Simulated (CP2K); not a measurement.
## GaN under changes of volume

One of the cells (11.444 Å³/atom); the others are scaled copies at fixed shape and fractional positions:

```
Ga N
1.0
     3.18693    0.00000    0.00000
     1.59347    2.75996    0.00000
     1.59347    0.91999    2.60212
Ga N
1 1
Direct
  0.00000 0.00000 0.00000
  0.25000 0.25000 0.25000
```

The cell is a database's computed one.

```yaml
Program: CP2K 2026.2
Functional: LDA
Potentials_or_basis: GTH_POTENTIALS Ga GTH-PADE-q13, N GTH-PADE-q5; TZVP-MOLOPT-PBE-GTH basis
Density_cutoff: 6123 eV
k_mesh: 10 × 10 × 10
Occupations: fermi-dirac, width 0.0259 eV
Spin: no spin polarisation
```

| volume (Å³/atom) | energy over the lowest point (meV/atom) | pressure (GPa) | gap on the mesh (eV) |
| --- | --- | --- | --- |
| 10.757 | 11.40 | 8.7 | 2.08 |
| 10.986 | 2.48 | 3.9 | 1.94 |
| 11.215 | 0.00 | -0.4 | 1.81 |
| 11.444 | 3.30 | -4.2 | 1.68 |
| 11.673 | 11.78 | -7.6 | 1.55 |
| 11.902 | ? | ? | ? |
| 12.131 | 42.18 | -13.4 | 1.30 |

Q: What does the run at 11.902 Å³/atom give?

A: Energy over the lowest point 24.90 meV/atom; pressure -10.7 GPa; gap on the mesh 1.42 eV.

Worked out: A Birch-Murnaghan fit of order 3 (a polynomial in V^(-2/3)) to the other rows has its minimum at 11.19 Å³/atom with B0 = V·E''(V) = 199 GPa and B' = 4.4. It gives 24.90 meV/atom at 11.902 Å³/atom, against the run's 24.90, and -dE/dV = -10.7 GPa, against -10.7. A straight line through the other rows of the gap, of slope -6.48 eV per unit of ln V (its deformation potential), gives 1.42 eV, against the run's 1.42.

Energies are extrapolated to zero smearing.

Caveats: the basis of atomic orbitals isn't converged, which shifts pressures, moduli and gaps.

Spin-orbit coupling on Ga is left out.
